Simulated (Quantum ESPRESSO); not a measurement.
The system is Rh.

```
CELL_PARAMETERS angstrom
0.00000 1.89785 1.89785
1.89785 0.00000 1.89785
1.89785 1.89785 0.00000
ATOMIC_POSITIONS crystal
Rh 0.00000 0.00000 0.00000
```

Base run:

```yaml
Program: Quantum ESPRESSO 7.5
Functional: PBE
Potentials_or_basis: SG15 PBE 1.2
Cutoff: 952 eV
Density_cutoff: 3810 eV
k_mesh: 12 × 12 × 12
Occupations: fermi-dirac, width 0.05 eV
Spin: no spin polarisation
```

Its results: band gap on the k mesh none (metal or under the smearing width); pressure 7.3 GPa.

Problem. The run is repeated on the same cell with these changes: k mesh from 12 × 12 × 12 to 4 × 4 × 4. What comes out?

Solution. Band gap on the k mesh none (metal or under the smearing width); pressure 0.3 GPa.

Caveats: some runs use coarse meshes.

Not every run made on this cell is shown here.
